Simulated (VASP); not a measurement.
Crystal: TaC.

```
Ta C
1.0
     0.00000    2.22300    2.22300
     2.22300    0.00000    2.22300
     2.22300    2.22300    0.00000
Ta C
1 1
Direct
  0.00000 0.00000 0.00000
  0.50000 0.50000 0.50000
```

```yaml
Program: VASP 6.6.1
Task: relaxation of cell and atoms
Functional: LDA
Potentials_or_basis: VASP PAW LDA potentials, release 64 (Ta_pv, C)
Cutoff: 600 eV
k_mesh: 14 × 14 × 14
Occupations: methfessel-paxton, width 0.1 eV
Spin: no spin polarisation
```

At the start: pressure -5.9 GPa; volume 10.99 Å³/atom.

Question: How do energy, volume and symmetry change on relaxing?

Answer: Over 3 steps the energy falls by 3.4 meV/atom and the volume is 10.80 Å³/atom (-1.7 %); space group Fm-3m (No. 225, to 0.05 Å).

The path:
```
step  energy change (eV)  largest force (eV/Å)  pressure (GPa)  volume (Å³)
   1              0.0000                0.0000           -5.85        21.97
   2              0.0363                0.0000           16.27        20.72
   3             -0.0069                0.0000           -0.10        21.61
```

Final structure:
```
CELL_PARAMETERS angstrom
0.00000 2.21065 2.21065
2.21065 0.00000 2.21065
2.21065 2.21065 0.00000
ATOMIC_POSITIONS crystal
Ta 0.00000 0.00000 0.00000
C 0.50000 0.50000 0.50000
```
